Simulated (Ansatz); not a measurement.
# FeO (Wuestite) (Fm-3m) in Ansatz: settings compared

The runs below take FeO (Wuestite) through phonons, band structure, with LDA, PBEsol.

Program: Ansatz 0.2.0. These are calculated values, not measurements. Logs are shortened: lines on timing, memory, paths and dates and some standing lists are left out, and cuts for length are marked.

**The experiment to reproduce.**

From “W\"ustite: Electric, thermodynamic and optical properties of FeO”, 2012, arxiv:1203.1201, for a bulk crystal of FeO: band gap 2.4 eV (optical).

The runs below are set against these values where they give the same quantity.

## Step 1: The structure

Symmetry: Fm-3m, No. 225, cubic system. Conventional cell: a = 4.311 Å, b = 4.311 Å, c = 4.311 Å, α = 90.00°, β = 90.00°, γ = 90.00°. Around Fe (site symmetry m-3m) lie 6 O at 2.16 Å. O (site symmetry m-3m) has 6 Fe at 2.16 Å as nearest neighbours.

## Step 2: Phonons, LDA, collinear spin, ferromagnetic start

input.yaml reads:

```yaml
crystal:
  lattice:
    - [0.0, 2.1554, 2.1554]
    - [2.1554, 0.0, 2.1554]
    - [2.1554, 2.1554, 0.0]
  atoms:
    - { symbol: Fe, position: [0.0, 0.0, 0.0], spin: 3.0 }
    - { symbol: O, position: [0.5, 0.5, 0.5] }
kpoints:
  mp_grid: { grid: [8, 8, 8] }
scf:
  occupations: { method: fermi_dirac, width: 0.05 }
hamiltonian:
  xc: lda
  pseudopotentials: { kind: all_electron, lapw: { basis_error: 0.001 } }
magnetization:
  spin_polarized: true
output: {}
phonons:
  method: fd
  supercell: [1, 1, 1]
```

Potentials or basis: all-electron LAPW, scalar-relativistic.

Command:

```console
> ansatz run input.yaml --threads 2 --pin off --max-ram 6144MiB --backend cpu --events-out ev --progress --plain --runs-dir out
```

Output:

```text
Warning: RAYON_NUM_THREADS=2 ignored (pool sized by the plan → 2); use --threads N
LAPW: plane waves up to 9.889 Å⁻¹, error target 1.0e-3 eV per atom; small_component_spin mean_spin; O in spheres of 0.950 Å, 8 of its electrons in bands, Dirac shells []; Fe in spheres of 1.141 Å, 16 of its electrons in bands, Dirac shells [] (how accurate: hamiltonian.pseudopotentials.lapw.basis_error, Limitations)
Engine: ansatz 0.2.0, aarch64-unknown-linux-gnu
Pseudopotentials: kind: all_electron
Pseudopotential: Fe, LAPW, valence charge 16, lapw/all_electron/scalar/gaussian/Fe, Koelling and Harmon's equation, gaussian nucleus
Pseudopotential: O, LAPW, valence charge 8, lapw/all_electron/scalar/gaussian/O, Koelling and Harmon's equation, gaussian nucleus
Functional definition: SPW92
  exchange = slater_x
  correlation = pw_c
Crystal: 2 atoms, lattice volume = 20.027 Å³
Basis set: ecut = 372.6193428923558 eV, 331 PW (Γ), exchange–correlation at level 2
Bands: 18, of which v1, the nominal top of the filled ones, is band 12 counted from 1 (11 counted from 0)
Symmetry: 48 space group operations
Space group: Fm-3m (ITA 225), of the structure as read, at distance tolerance 2.7e-5 Å
Magnetic group: BNS 225.116 (UNI 1618), of the structure as read, at distance tolerance 2.7e-5 Å
k-points: 29 of 512
Non-local potential: Fe, projectors of the file, none
Non-local potential: O, projectors of the file, none
Initial density: superposition of atomic densities (chi_scale 0.1, normalization cell, long waves kept (reshape's long-wave potential 0.00 eV rms))
Starting moments: Σ|m| = 3 μB on 1 of 2 sites
Initial wavefunctions: plane waves of lowest kinetic energy (no species holds an atomic orbital)
Functional: x = slater, c = lda
SCF 1 converged in 11 iterations: F = -36608.881449 eV  dr2 = 6.43e-10
a single point of the input's cell can leave the moments in the input for a lower state (scf.lower_state_search): this run first made a single point of its cell. This run's own SCFs start from the density of the state that the single point found, with the moments in the input. The single point stayed on the moments in the input.
Initial density: read from a saved state, or passed on in memory by an earlier SCF of this step, an earlier step, the calling program or the single point that the run made first
Stability of the state it starts from, as read at its close in the collinear treatment: not read negative (Ritz values of 1 − χ₀K, real part plus size of imaginary part, from 0.76 to 0.83, by its mixing steps under the symmetry group of the SCF that read it); its run was given moments
Starting moments: Σ|m| = 3 μB on 1 of 2 sites; this step starts from the density that it was given
iter 1 solved again at ethr=6.89e-9 eV; its pass at ethr=1.00e-1 eV (dr2=1.65e-6 eV) is discarded
SCF iter   1: F=—  HF=-36608.881449 eV  |F-HF|=—  |Δ(HF+E_count)|=         —  Δρ=3.99e-7 (↑3.56e-7 ↓3.99e-7)  dr2=1.07e-10  dr2_m=3.76e-12  M=3.999 μB ∫|m|=4.004 μB  β_m=0.65  ethr=6.89e-9  ⟨swp⟩=5.8  Hψ=9629  notcnv=0
the basis was enlarged: its passes take 370.9 KiB over the memory plan, 2 of 2 planned eigensolver slots
preconditioner: auto → none  [metal: Δε(μ)=0.014 eV  Ē_g=13.345 eV  σ=0.050 eV  W_gap=0.07  n_scr=0 (ndim 8)  ℏωp=31.0 eV  f_vac=0.000  D(μ)=1.75/eV (n_scr^D=14)]
SCF iter   2: F=-36608.881449 eV  HF=-36608.881449 eV  |F-HF|=5.09e-11  |Δ(HF+E_count)|=   3.47e-9  Δρ=1.58e-7 (↑1.04e-7 ↓1.58e-7)  dr2=4.14e-12  dr2_m=1.56e-12  M=3.999 μB ∫|m|=4.004 μB  ethr=7.17e-12 (applied; sched 1.00e-12)  ⟨swp⟩=4.7  Hψ=3416  notcnv=0
SCF 2 converged in 2 iterations: F = -36608.881449 eV  dr2 = 4.14e-12
Symmetry: 8 space group operations
k-points: 59 of 512 (time reversal used)
Initial density: handed on by an earlier stage of this run
Initial wavefunctions: plane waves of lowest kinetic energy (no species holds an atomic orbital; no wavefunctions were taken with the density)
iter 1 solved again at ethr=8.29e-8 eV; its pass at ethr=1.00e-1 eV (dr2=1.99e-5 eV) is discarded
SCF iter   1: F=—  HF=-36608.881361 eV  |F-HF|=—  |Δ(HF+E_count)|=         —  Δρ=3.30e-4 (↑7.72e-5 ↓3.30e-4)  dr2=1.76e-5  dr2_m=5.43e-6  M=3.999 μB ∫|m|=4.004 μB  β_m=0.30  ethr=8.29e-8  ⟨swp⟩=5.2  Hψ=18384  notcnv=0
preconditioner: auto → none  [metal: Δε(μ)=0.002 eV  Ē_g=13.345 eV  σ=0.050 eV  W_gap=0.01  n_scr=8 (ndim 8)  ℏωp=31.0 eV  f_vac=0.000  D(μ)=1.75/eV (n_scr^D=14)]
SCF iter   2: F=—  HF=-36608.881365 eV  |F-HF|=—  |Δ(HF+E_count)|=   4.38e-6  Δρ=2.26e-4 (↑6.30e-5 ↓2.26e-4)  dr2=6.34e-6  dr2_m=2.97e-6  M=3.999 μB ∫|m|=4.004 μB  β_m=0.60  ethr=7.34e-8  ⟨swp⟩=2.0  Hψ=5735  notcnv=0
iter 3 solved again at ethr=1.17e-10 eV; its pass at ethr=2.64e-8 eV (dr2=2.81e-8 eV) is discarded
SCF iter   3: F=—  HF=-36608.881373 eV  |F-HF|=—  |Δ(HF+E_count)|=   7.76e-6  Δρ=2.30e-5 (↑1.93e-5 ↓2.30e-5)  dr2=2.82e-8  dr2_m=7.27e-8  M=3.999 μB ∫|m|=4.004 μB  β_m=0.68  ethr=1.17e-10  ⟨swp⟩=2.4  Hψ=10087  notcnv=0
SCF iter   4: F=—  HF=-36608.881373 eV  |F-HF|=—  |Δ(HF+E_count)|=   2.64e-7  Δρ=1.72e-5 (↑8.93e-6 ↓1.72e-5)  dr2=1.48e-7  dr2_m=4.83e-9  M=3.999 μB ∫|m|=4.004 μB  β_m=0.48  ethr=1.17e-10  ⟨swp⟩=3.0  Hψ=6618  notcnv=0
SCF iter   5: F=—  HF=-36608.881373 eV  |F-HF|=—  |Δ(HF+E_count)|=   9.19e-8  Δρ=3.19e-6 (↑3.19e-6 ↓2.14e-6)  dr2=2.09e-9  dr2_m=6.60e-10  M=3.999 μB ∫|m|=4.004 μB  β_m=0.56  ethr=1.17e-10  ⟨swp⟩=2.8  Hψ=6054  notcnv=0
SCF iter   6: F=-36608.881373 eV  HF=-36608.881373 eV  |F-HF|=3.27e-10  |Δ(HF+E_count)|=  8.29e-10  Δρ=7.41e-7 (↑7.41e-7 ↓5.98e-7)  dr2=9.03e-11  dr2_m=3.77e-11  M=3.999 μB ∫|m|=4.004 μB  ethr=8.69e-12  ⟨swp⟩=2.2  Hψ=5765  notcnv=0
SCF 3 converged in 6 iterations: F = -36608.881373 eV  dr2 = 9.03e-11
iter 1 solved again at ethr=5.21e-7 eV; its pass at ethr=1.00e-1 eV (dr2=1.25e-4 eV) is discarded
SCF iter   1: F=—  HF=-36608.881402 eV  |F-HF|=—  |Δ(HF+E_count)|=         —  Δρ=5.17e-4 (↑2.29e-4 ↓5.17e-4)  dr2=1.23e-4  dr2_m=5.31e-6  M=3.999 μB ∫|m|=4.004 μB  β_m=0.30  ethr=5.21e-7  ⟨swp⟩=4.7  Hψ=17425  notcnv=0
SCF iter   2: F=—  HF=-36608.881377 eV  |F-HF|=—  |Δ(HF+E_count)|=   2.52e-5  Δρ=3.36e-4 (↑1.36e-4 ↓3.36e-4)  dr2=4.22e-5  dr2_m=2.96e-6  M=3.999 μB ∫|m|=4.004 μB  β_m=0.52  ethr=5.12e-7  ⟨swp⟩=2.0  Hψ=5735  notcnv=0
iter 3 solved again at ethr=1.06e-9 eV; its pass at ethr=1.76e-7 eV (dr2=2.54e-7 eV) is discarded
SCF iter   3: F=—  HF=-36608.881372 eV  |F-HF|=—  |Δ(HF+E_count)|=   4.61e-6  Δρ=5.47e-5 (↑4.16e-5 ↓5.47e-5)  dr2=2.52e-7  dr2_m=2.42e-7  M=3.999 μB ∫|m|=4.004 μB  β_m=0.69  ethr=1.06e-9  ⟨swp⟩=2.3  Hψ=9959  notcnv=0
SCF iter   4: F=—  HF=-36608.881373 eV  |F-HF|=—  |Δ(HF+E_count)|=   7.39e-7  Δρ=1.61e-5 (↑9.57e-6 ↓1.61e-5)  dr2=1.28e-7  dr2_m=6.32e-9  M=3.999 μB ∫|m|=4.004 μB  β_m=0.56  ethr=1.05e-9  ⟨swp⟩=2.9  Hψ=5988  notcnv=0
SCF iter   5: F=—  HF=-36608.881373 eV  |F-HF|=—  |Δ(HF+E_count)|=   6.05e-8  Δρ=6.34e-6 (↑5.07e-6 ↓6.34e-6)  dr2=1.80e-8  dr2_m=2.48e-9  M=3.999 μB ∫|m|=4.004 μB  β_m=0.50  ethr=5.33e-10  ⟨swp⟩=2.1  Hψ=5760  notcnv=0
SCF iter   6: F=—  HF=-36608.881373 eV  |F-HF|=—  |Δ(HF+E_count)|=   1.14e-8  Δρ=1.96e-6 (↑1.96e-6 ↓1.49e-6)  dr2=9.15e-10  dr2_m=3.44e-10  M=3.999 μB ∫|m|=4.004 μB  β_m=0.51  ethr=7.49e-11  ⟨swp⟩=2.0  Hψ=5735  notcnv=0
SCF iter   7: F=-36608.881373 eV  HF=-36608.881373 eV  |F-HF|=7.28e-11  |Δ(HF+E_count)|=  5.02e-10  Δρ=6.49e-7 (↑6.49e-7 ↓4.65e-7)  dr2=6.11e-11  dr2_m=3.83e-11  M=3.999 μB ∫|m|=4.004 μB  ethr=5.54e-12 (applied; sched 3.81e-12)  ⟨swp⟩=2.2  Hψ=5757  notcnv=0
SCF 4 converged in 7 iterations: F = -36608.881373 eV  dr2 = 6.11e-11
SCF converged after 2 iterations
Magnetization: 3.9993 μB (13.9996 up, 10.0004 down)
Absolute magnetization: 4.0035 μB (∫|ρ↑−ρ↓|)
Spin contamination: 0.0098 ħ² per cell (⟨S²⟩ above its minimum at these occupations)
Per-site moments (μB) at R_I (Å): [(3.5703122788239945, 1.1409655725518115), (0.33466472076574094, 0.9497723962937645)]
Free energy (F): -36608.881449 eV
Harris-Foulkes:  -36608.881449 eV  (|F-HF|=5.09e-11)
Internal energy: -36608.867581 eV  (E = F + TS)
E sigma→0 (E₀):  -36608.874515 eV
Entropy (-TS):   -0.013868 eV (-6.934 meV/atom)
Fermi energy:    14.253824 eV
--- Per-component energies (eV) ---
  E_band       = -1246.774402
  E_kinetic    = 37056.321114
  E_xc         = -1681.041805
  E_electrostatic = -71984.146890  (all electrons and nuclei)
  E_smearing   = -0.013868  (= −TS)
  E_closure    = 0.000000  (closes the sum)
  E_atoms      = -36591.452944  (free atoms, spherical and without spin; not in F)
  Σ components = -36608.881449   (vs F -36608.881449, Δ=0.00e0)
  Basis errors (estimates in eV, not in F): energy 3.7e-4 per atom: plane waves 3.3e-4 (1.9e-4 summed), levels above the bands 2.0e-126, relativity 5.0e-9, radial functions 3.5e-5, core shells 5.8e-8; eigenvalues (radial functions only) 3.4e-6; not estimated: angular momenta, meshes, grids; target (lapw.basis_error) 1.0e-3; muffin-tin radii O 0.950 Å, Fe 1.141 Å
--- Forces (eV/Å), atoms counted from 1 ---
  atom   1  Fe    -0.00000000    -0.00000000    -0.00000000
  atom   2  O      0.00000000    -0.00000000     0.00000000
  max |Σ_I F_I| component: 1.56e-29 eV/Å
--- Band table (eV; the first three rows and the last of 58) ---
  k-point 0 ↑: bands = ["-489.1080", "-74.7126", "-41.1222", "-41.1222", "-41.1222", "-6.2556", "10.3773", "10.3773", "10.3773", "10.5094", "10.5094", "10.5094", "10.7745", "10.7745", "14.3240", "29.3636", "31.1072", "31.1072"]
  k-point 1 ↑: bands = ["-489.1080", "-74.7118", "-41.1303", "-41.1232", "-41.1232", "-6.0967", "9.0565", "9.3814", "9.3814", "10.6507", "10.6507", "10.9398", "11.8155", "11.8155", "15.3081", "27.3077", "30.5360", "30.5360"]
  k-point 2 ↑: bands = ["-489.1080", "-74.7098", "-41.1500", "-41.1258", "-41.1258", "-5.6860", "7.3066", "8.4503", "8.4503", "10.9331", "10.9331", "11.2774", "12.9358", "12.9358", "16.9555", "24.6668", "28.7601", "28.7601"]
  k-point 28 ↓: bands = ["-488.7758", "-70.7309", "-37.3112", "-37.3112", "-37.2935", "-4.3131", "8.1561", "8.1561", "8.6750", "14.2126", "14.2126", "15.0220", "15.1563", "15.9052", "22.7275", "24.0100", "24.0100", "26.8201"]
--- Phonons: 2 displaced members + reference (amplitude 0.01 Å, Σ member SCF iterations 13) ---
  symmetry images taken by strict's conditions (phonons.symmetry_images: auto; settled by no image being taken that strict refuses)
  ASR residual: 6.444e-4 → 0.000e0 eV/Å²; symmetrization residual: 1.108e-4 eV/Å²
  largest component of a force at the reference: 1.8e-29 eV/Å
  ASR residual per site (eV/Å²): 6.44e-4 2.76e-4
  Γ frequencies (cm⁻¹): 0.00 0.00 0.00 182.27 182.27 182.27
  density of states and harmonic sums: on the 25×25×25 q-mesh, interpolated from the force constants of a 1×1×1 supercell (no non-analytic term)
  largest difference from the sums on the solved wave vectors: F 6.03e-1 eV, S 8.62e-4 and C_V 2.59e-4 eV/K
  zero-point energy: 0.044834 eV/cell   skipped modes (ω ≤ 0): 3   left out of the sums: 3.20e-5 of the cell's modes: C_V's classical limit lies that fraction below 3 k_B per atom; for a crystal, a wire or a layer, F and S can be off by more, and a phonons.interpolated_qmesh denser along its periods is the remedy for the sampling
```

It took 40 s on 2 threads of Arm Neoverse V1, shared host; peak memory 0.42 GiB.

What came out:

| Property | Result |
| --- | --- |
| Free energy | -36608.8814 eV |
| Band gap on the k mesh | none (metal or under the smearing width) |
| Net moment | 4.00 μB per cell |
| Absolute moment | 4.00 μB per cell |
| Site moments | Fe +3.57; O +0.33 μB |
| Highest phonon frequency at Γ | 182 cm⁻¹ |

Levels at points of the mesh, in eV from the Fermi level:
Spin up:
| k point | band 10 | band 11 | band 12 | band 13 | band 14 | band 15 | band 16 | band 17 | band 18 |
| --- | --- | --- | --- | --- | --- | --- | --- | --- | --- |
| (0.00, 0.00, 0.00) | -3.74 | -3.74 | -3.74 | -3.48 | -3.48 | 0.07 | 15.11 | 16.85 | 16.85 |
| (0.00, 0.00, -0.50) | -2.90 | -2.90 | -2.36 | -0.20 | -0.20 | 3.94 | 8.33 | 12.30 | 12.30 |
| (0.00, -0.50, -0.50) | -4.70 | -3.07 | -2.62 | -2.62 | -2.55 | 5.13 | 8.56 | 10.67 | 14.47 |
Spin down:
```csv
k point,band 6,band 7,band 8,band 9,band 10,band 11,band 12,band 13,band 14,band 15
"(0.00, 0.00, 0.00)",-19.92,-3.25,-3.25,-3.25,-0.75,-0.75,-0.75,0.00,0.00,0.87
"(0.00, 0.00, -0.50)",-18.67,-8.04,-5.21,-5.21,0.40,0.40,0.61,2.68,2.68,4.54
"(0.00, -0.50, -0.50)",-18.68,-6.88,-4.43,-4.43,-2.15,0.55,0.77,0.77,1.00,6.31
```

Phonon frequencies in cm⁻¹ (negative: imaginary):
| q point | frequencies |
| --- | --- |
| (0.000, 0.000, 0.000) | 0 0 0 182 182 182 |

Caveat: the k mesh is thin for a metal, which can move the energy by tens of meV per atom; a metal's response needs a denser mesh; a cell with one magnetic atom can't hold antiferromagnetic order, which such compounds often take; semilocal functionals often make such compounds metallic where correlation or magnetic order opens a gap, which also shifts bond lengths.

[end of part 1 of 2]
